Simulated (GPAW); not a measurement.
# InPd (Fm-3m) in GPAW: convergence with grid spacing (A)

Aim: find how far grid spacing (A) must go before the results for InPd settle, at PBE. This setting moves, with any that are tied to it; all else stays.

Program: GPAW 26.7.0. These are calculated values, not measurements. Logs are shortened: lines on timing, memory, paths and dates and some standing lists are left out, and cuts for length are marked. The log counts tension as positive stress, the text compression.

### 1 The structure

The structure is cubic, space group Fm-3m (No. 225). The conventional cell has a = 5.492 Å, b = 5.492 Å, c = 5.492 Å, α = 90.00°, β = 90.00°, γ = 90.00°. In (site symmetry m-3m) has 6 Pd at 2.75 Å as nearest neighbours. Pd (site symmetry m-3m) is surrounded by 6 In at 2.75 Å.

The cell was built by a generator and needn't be a form met in nature.

### 2 With grid spacing (A) 0.26

Contents of run.py:

```python
from ase import Atoms
from ase.dft.bandgap import bandgap
from ase.io import write
from gpaw import GPAW

atoms = Atoms(['In', 'Pd'],
              cell=[[0.0, 2.74607, 2.74607],
                    [2.74607, 0.0, 2.74607],
                    [2.74607, 2.74607, 0.0]],
              scaled_positions=[[0.0, 0.0, 0.0],
                                [0.5, 0.5, 0.5]],
              pbc=True)

calc = GPAW(mode='fd',
            h=0.26,
            xc='PBE',
            kpts={'size': (8, 8, 8), 'gamma': True},
            occupations={'name': 'fermi-dirac', 'width': 0.05},
            nbands=26,
            convergence={'density': 1e-05, 'energy': 1e-05},
            maxiter=100,
            txt='gpaw.txt')
atoms.calc = calc
energy = atoms.get_potential_energy()
forces = atoms.get_forces()
calc.write('gs.gpw')
write('result.traj', atoms)
print(f'Energy: {energy:.6f} eV')
print('Forces (eV/A):')
print(forces.round(4))
print('Fermi level:', round(calc.get_fermi_level(), 4), 'eV')
print(f'Gap: {bandgap(calc)[0]:.4f} eV, direct: {bandgap(calc, direct=True)[0]:.4f} eV')
```

Potentials or basis: GPAW PAW data sets (gpaw-data 1.2.1), fd.

Launch:

```sh
OMP_NUM_THREADS=1 python run.py
```

gpaw.txt:

```text
__  _  _
 | _ |_)|_||  |
 |__||  | ||/\| - 26.7.0

Input parameters:
  mode=FD(),
  convergence={'density': 1e-05, 'energy': 1e-05},
  h=0.26,
  kpts=MonkhorstPack(size=(8, 8, 8), gamma=True),
  maxiter=100,
  nbands=26,
  occupations=Occupations(name='fermi-dirac', width=0.05),
  xc=XC(name='PBE')

Diagonalizing LCAO Hamiltonian
Converting LCAO to fd mode

                Pd

       In

Atoms  # Å, Bohr magnetons
|   | symbol |        x |        y |        z |    initial magnetic moments |
|---|--------|----------|----------|----------|-----------------------------|
| 0 |     In | 0.000000 | 0.000000 | 0.000000 | ( 0.0000,  0.0000,  0.0000) |
| 1 |     Pd | 2.746070 | 2.746070 | 2.746070 | ( 0.0000,  0.0000,  0.0000) |

Unit cell  # Å
| periodic |        x |        y |        z |  lengths |    angles |
|----------|----------|----------|----------|----------|-----------|
|      yes | 0.000000 | 2.746070 | 2.746070 | 3.883529 | 60.000000 |
|      yes | 2.746070 | 0.000000 | 2.746070 | 3.883529 | 60.000000 |
|      yes | 2.746070 | 2.746070 | 0.000000 | 3.883529 | 60.000000 |

Number of symmetries: 48
Symmetry operations  # r_c * U_cc + t_c -> r_c
|    | kind |            matrix            |
|----|------|------------------------------|
|  0 |  σ   |  1, 0, 0,  1, 0,-1,  1,-1, 0 |
|  1 |  C2  |  1, 0, 0,  1,-1, 0,  1, 0,-1 |
|  2 |  E   |  1, 0, 0,  0, 1, 0,  0, 0, 1 |
|  3 |  σ   |  1, 0, 0,  0, 0, 1,  0, 1, 0 |
|  4 |  C4  |  1, 0,-1,  1, 0, 0,  1,-1, 0 |
|  5 |  S6  |  1, 0,-1,  1,-1, 0,  1, 0, 0 |
|  6 |  σ   |  1, 0,-1,  0, 1,-1,  0, 0,-1 |
|  7 |  C3  |  1, 0,-1,  0, 0,-1,  0, 1,-1 |
|  8 |  S6  |  1,-1, 0,  1, 0, 0,  1, 0,-1 |
|  9 |  C4  |  1,-1, 0,  1, 0,-1,  1, 0, 0 |
| 10 |  C3  |  1,-1, 0,  0,-1, 1,  0,-1, 0 |
| 11 |  σ   |  1,-1, 0,  0,-1, 0,  0,-1, 1 |
| 12 |  σ   |  0, 1, 0,  1, 0, 0,  0, 0, 1 |
| 13 |  C4  |  0, 1, 0,  0, 1,-1, -1, 1, 0 |
| 14 |  C3  |  0, 1, 0,  0, 0, 1,  1, 0, 0 |
| 15 |  S6  |  0, 1, 0, -1, 1, 0,  0, 1,-1 |
| 16 |  C2  |  0, 1,-1,  1, 0,-1,  0, 0,-1 |
| 17 |  σ   |  0, 1,-1,  0, 1, 0, -1, 1, 0 |
| 18 |  S4  |  0, 1,-1,  0, 0,-1,  1, 0,-1 |
| 19 |  C4  |  0, 1,-1, -1, 1, 0,  0, 1, 0 |
| 20 |  C3  |  0, 0, 1,  1, 0, 0,  0, 1, 0 |
| 21 |  σ   |  0, 0, 1,  0, 1, 0,  1, 0, 0 |
| 22 |  S6  |  0, 0, 1,  0,-1, 1, -1, 0, 1 |
| 23 |  C4  |  0, 0, 1, -1, 0, 1,  0,-1, 1 |
| 24 |  S4  |  0, 0,-1,  1, 0,-1,  0, 1,-1 |
| 25 |  C3  |  0, 0,-1,  0, 1,-1,  1, 0,-1 |
| 26 |  C2  |  0, 0,-1,  0,-1, 0, -1, 0, 0 |
| 27 |  S6  |  0, 0,-1, -1, 0, 0,  0,-1, 0 |
| 28 |  S4  |  0,-1, 1,  1,-1, 0,  0,-1, 0 |
| 29 |  C4  |  0,-1, 1,  0, 0, 1, -1, 0, 1 |
| 30 |  C2  |  0,-1, 1,  0,-1, 0,  1,-1, 0 |
| 31 |  σ   |  0,-1, 1, -1, 0, 1,  0, 0, 1 |
| 32 |  C3  |  0,-1, 0,  1,-1, 0,  0,-1, 1 |
| 33 |  S6  |  0,-1, 0,  0, 0,-1, -1, 0, 0 |
| 34 |  S4  |  0,-1, 0,  0,-1, 1,  1,-1, 0 |
| 35 |  C2  |  0,-1, 0, -1, 0, 0,  0, 0,-1 |
| 36 |  C2  | -1, 1, 0,  0, 1, 0,  0, 1,-1 |
| 37 |  S6  | -1, 1, 0,  0, 1,-1,  0, 1, 0 |
| 38 |  S4  | -1, 1, 0, -1, 0, 1, -1, 0, 0 |
| 39 |  C3  | -1, 1, 0, -1, 0, 0, -1, 0, 1 |
| 40 |  S6  | -1, 0, 1,  0, 0, 1,  0,-1, 1 |
| 41 |  C2  | -1, 0, 1,  0,-1, 1,  0, 0, 1 |
| 42 |  C3  | -1, 0, 1, -1, 1, 0, -1, 0, 0 |
| 43 |  S4  | -1, 0, 1, -1, 0, 0, -1, 1, 0 |
| 44 |  C2  | -1, 0, 0,  0, 0,-1,  0,-1, 0 |
| 45 |  i   | -1, 0, 0,  0,-1, 0,  0, 0,-1 |
| 46 |  σ   | -1, 0, 0, -1, 1, 0, -1, 0, 1 |
| 47 |  C2  | -1, 0, 0, -1, 0, 1, -1, 1, 0 |

BZ-sampling:
  Number of BZ points: 512
  Number of IBZ points: 29

  Monkhorst-Pack size: [8, 8, 8]
  Monkhorst-Pack shift: [0.0625, 0.0625, 0.0625]

K-points  # in reciprocal-cell coordinates
|     |                                coordinates |     weight |
|-----|--------------------------------------------|------------|
|   0 | (  0.00000000,   0.00000000,   0.00000000) | 0.00195312 |
|   1 | (  0.12500000,   0.12500000,   0.00000000) | 0.01171875 |
|   2 | (  0.12500000,   0.12500000,   0.12500000) | 0.01562500 |
|   3 | (  0.25000000,   0.12500000,   0.12500000) | 0.02343750 |
|   4 | (  0.25000000,   0.25000000,   0.00000000) | 0.01171875 |
|   5 | (  0.25000000,   0.25000000,   0.12500000) | 0.04687500 |
|   6 | (  0.25000000,   0.25000000,   0.25000000) | 0.01562500 |
|   7 | (  0.37500000,   0.25000000,  -0.37500000) | 0.04687500 |
|   8 | (  0.37500000,   0.25000000,   0.12500000) | 0.04687500 |
|   9 | (  0.37500000,   0.25000000,   0.25000000) | 0.04687500 |
| ... |                                            |            |
|  28 | (  0.50000000,   0.50000000,   0.50000000) | 0.00781250 |

Uniform wave function grid shape: (np.int64(12), np.int64(12), np.int64(12))
Spin-components: 1 (collinear spins)
Bands:           26
Projectors:      12
Spin-degeneracy: 2
Datatype:        complex128

Parallelization:
  kpt:    1
  domain: 1
  band:   1

Density:
  Valence electrons: 29.0
  Components: 1
  Grid points: [12 12 12]
  Charge: 0.0  # |e|

Potential:
  Grid points: [12 12 12]

species:
  In:
    name:    Indium
    Z:       49.0
    valence: 13
    core:    36
    charge:  0.0  # [|e|]
    compensation charges:
      type: gauss
      rc: 0.36  # [Å]
      lmax: 2
    cutoffs:
      filter: 2.09  # [Å]
      core: 2.48  # [Å]
    projectors
    | kind |    occ | energy [eV] | rcut [Å] |
    |------|--------|-------------|----------|
    |   5s |  2.000 |      -8.203 |    1.185 |
    |   5p |  1.000 |      -2.521 |    1.244 |
    |   4d | 10.000 |     -18.629 |    1.148 |
    |    s |        |      19.008 |    1.185 |
    |    p |        |      24.691 |    1.244 |
    |    d |        |       8.583 |    1.148 |

    Using partial waves for In as LCAO basis

  Pd:
    name:    Palladium
    Z:       46.0
    valence: 16
    core:    30
    charge:  0.0  # [|e|]
    compensation charges:
      type: gauss
      rc: 0.38  # [Å]
      lmax: 2
    cutoffs:
      filter: 2.38  # [Å]
      core: 2.28  # [Å]
    projectors
    | kind |    occ | energy [eV] | rcut [Å] |
    |------|--------|-------------|----------|
    |   5s |  0.000 |      -3.315 |    1.228 |
    |   4p |  6.000 |     -51.209 |    1.360 |
    |   5p |  0.000 |      -0.314 |    1.360 |
    |   4d | 10.000 |      -4.047 |    1.228 |
    |    s |        |      23.896 |    1.228 |
    |    d |        |      23.165 |    1.228 |

    Using partial waves for Pd as LCAO basis

Reference energy: -297202.910378  # eV

eigensolver:
  PPCG
  Converge bands: occupied
  niter=2

density mixing:
  MSR1-Mixer
  Pratt-step length: 0.05
  Maximum mixing coefficient: 0.75
  Old densities: 10
  SVD Regularization: 0.005
  Good broyden scale: 1.0
  Trust region scale: 1.0
  Backstep threshold: 4.0
  History deletion threshold: 6.0
  Fourier metric: weight=20.0, sigma=0.015

occupation numbers:
  Fermi-Dirac:
    width: 0.0500  # eV

FastPoissonSolver using
    Stencil: 12*3+1=37 point O(h^6) finite-difference Laplacian
    FFT axes: [np.int64(0), np.int64(1), np.int64(2)]
    FST axes: []

xc functional:
  name: PBE with 2 nearest neighbor stencil
interpolation: tri-quintic # 5. degree polynomial

convergence criteria:
- Maximum integral of absolute [dens]ity change: 1e-05 electrons / valence electron
- Maximum [total energy] change in last 3 cyles: 1e-05 eV / valence electron
- Maximum integral of absolute [eigenst]ate change: 4e-08 eV^2 / valence electron
maximum number of iterations: 100

SCF iterations
|iter     | |      energy | eigst |  dens |
|---------|-|-------------|-------|-------|
|iter:   1| |  -10.050335 | +0.14 |       |
|iter:   2| |   -9.447505 | -1.29 | -1.06 |
|iter:   3| |   -8.544797 | -1.11 | -1.16 |
|iter:   4| |   -8.525366 | -2.36 | -1.75 |
|iter:   5| |   -8.515345 | -2.77 | -1.94 |
|iter:   6| |   -8.515238 | -3.61 | -2.68 |
|iter:   7| |   -8.515284c| -4.32 | -3.58 |
|iter:   8| |   -8.515292c| -4.82 | -3.98 |
|iter:   9| |   -8.515293c| -5.49 | -4.63 |
|iter:  10| |   -8.515292c| -5.94 | -4.69 |
|iter:  11| |   -8.515293c| -6.54 | -5.27c|
|iter:  12| |   -8.515292c| -6.94 | -5.44c|
|iter:  13| |   -8.515292c| -7.43c| -5.71c|

Converged in 13 steps
Energy contributions relative to reference atoms: (reference = -297202.910378)

Energy contributions:
  Kinetic:           7.316298
  Coulomb:         -12.409203
  Zero:              0.771209
  External:          0.000000
  Xc:               -4.188846
  Entropy:          -0.009500
  Spinorbit:         0.000000
  ----------------------------
  Free energy:      -8.520042
  Extrapolated:     -8.515292

dipole moment: (-18.472815, -18.472815, -18.472815)  # |e|*Ang

Fermi level: 7.700
Eigenvalues  # (at kpt = [0.000, 0.000, 0.000])
| band index |      eig [eV] | occ [0-2] |
|------------|---------------|-----------|
|          0 |       -42.466 |     2.000 |
|        ... |               |           |
|          6 |        -6.758 |     2.000 |
|          7 |        -6.747 |     2.000 |
|          8 |        -1.073 |     2.000 |
|          9 |         4.842 |     2.000 |
|         10 |         4.844 |     2.000 |
|         11 |         4.844 |     2.000 |
[... 8 lines left out ...]
|         20 |        19.626 |     0.000 |
|         21 |        19.626 |     0.000 |
|        ... |               |           |
|         25 |        24.301 |     0.000 |

No gap
No difference between direct/indirect transitions

Forces  # eV/Ang
|       x |        y |        z |
|---------|----------|----------|
| 0.00000 | -0.00000 | -0.00000 |  # In   0
| 0.00000 |  0.00000 |  0.00000 |  # Pd   1

# Writing to gs.gpw (mode='')
```

Run time: 55 s. Hardware: 1 thread of Intel Xeon Platinum 8259CL at 2.50GHz (Skylake/Cascade Lake), shared host; peak memory 0.17 GiB.

Results:

```
Free energy            : -8.5200 eV
Band gap on the k mesh : none (metal or under the smearing width)
```

### 3 With grid spacing (A) 0.23

run.py, as its differences from that of step 2:

```diff
@@ -14,3 +14,3 @@
 calc = GPAW(mode='fd',
-            h=0.26,
+            h=0.23,
             xc='PBE',
```

Potentials or basis: GPAW PAW data sets (gpaw-data 1.2.1), fd.

Launch:

```sh
OMP_NUM_THREADS=1 python run.py
```

Run time: 50 s. Hardware: 1 thread of Intel Xeon Platinum 8259CL at 2.50GHz (Skylake/Cascade Lake), shared host; peak memory 0.17 GiB.

What came out:

| Property | Result |
| --- | --- |
| Free energy | -8.5200 eV |
| Band gap on the k mesh | none (metal or under the smearing width) |

### 4 With grid spacing (A) 0.2

run.py, as its differences from that of step 3:

```diff
@@ -14,3 +14,3 @@
 calc = GPAW(mode='fd',
-            h=0.23,
+            h=0.2,
             xc='PBE',
```

Launch:

```sh
OMP_NUM_THREADS=1 python run.py
```

Run time: 1.8 min. Hardware: 1 thread of Intel Xeon Platinum 8259CL at 2.50GHz (Skylake/Cascade Lake), shared host; peak memory 0.23 GiB.

The run converged. Its results:

- Free energy: -7.4695 eV
- Band gap on the k mesh: none (metal or under the smearing width)

### 5 With grid spacing (A) 0.18

run.py, as its differences from that of step 4:

```diff
@@ -14,3 +14,3 @@
 calc = GPAW(mode='fd',
-            h=0.2,
+            h=0.18,
             xc='PBE',
```

Launch:

```sh
OMP_NUM_THREADS=1 python run.py
```

It took 96 s on 1 thread of Intel Xeon Platinum 8259CL at 2.50GHz (Skylake/Cascade Lake), shared host; peak memory 0.23 GiB.

Results (log left out):

```
Free energy            : -7.4695 eV
Band gap on the k mesh : none (metal or under the smearing width)
```

### 6 With grid spacing (A) 0.16

run.py, as its differences from that of step 5:

```diff
@@ -14,3 +14,3 @@
 calc = GPAW(mode='fd',
-            h=0.18,
+            h=0.16,
             xc='PBE',
```

Potentials or basis: GPAW PAW data sets (gpaw-data 1.2.1), fd.

Launch:

```sh
OMP_NUM_THREADS=1 python run.py
```

Run time: 3.1 min. Hardware: 1 thread of Intel Xeon Platinum 8259CL at 2.50GHz (Skylake/Cascade Lake), shared host; peak memory 0.34 GiB.

It converged, with:

```
Free energy            : -7.2792 eV
Band gap on the k mesh : none (metal or under the smearing width)
```

### 7 With grid spacing (A) 0.14

run.py, as its differences from that of step 6:

```diff
@@ -14,3 +14,3 @@
 calc = GPAW(mode='fd',
-            h=0.16,
+            h=0.14,
             xc='PBE',
```

Launch:

```sh
OMP_NUM_THREADS=1 python run.py
```

Run time: 5.3 min. Hardware: 1 thread of Intel Xeon Platinum 8259CL at 2.50GHz (Skylake/Cascade Lake), shared host; peak memory 0.5 GiB.

It converged, with:

```yaml
Free_energy: -7.2282 eV
Band_gap_on_the_k_mesh: none (metal or under the smearing width)
```

### 8 With grid spacing (A) 0.12

run.py, as its differences from that of step 7:

```diff
@@ -14,3 +14,3 @@
 calc = GPAW(mode='fd',
-            h=0.14,
+            h=0.12,
             xc='PBE',
```

Launch:

```sh
OMP_NUM_THREADS=1 python run.py
```

Wall time 8.4 min (1 thread of Intel Xeon Platinum 8259CL at 2.50GHz (Skylake/Cascade Lake), shared host); peak memory 0.73 GiB.

The run converged. Its results:

```
Free energy            : -7.2130 eV
Band gap on the k mesh : none (metal or under the smearing width)
```

### 9 The series at a glance

```tsv
grid spacing (A)	energy less the tightest run, at zero smearing (meV/atom)	SCF cycles	CPU time (s)	peak memory (GiB)
0.26	-653.57	13	55	0.17
0.23	-653.57	13	50	0.17
0.2	-128.30	13	110	0.23
0.18	-128.30	13	96	0.23
0.16	-33.10	14	190	0.34
0.14	-7.64	14	320	0.5
0.12	0.00	15	510	0.73
```

Not settled before the last step: the energy (to 1 meV/atom). The tightest run that finished is the yardstick and may itself not be fully converged.

Caveats: the real-space grid adds noise to forces.
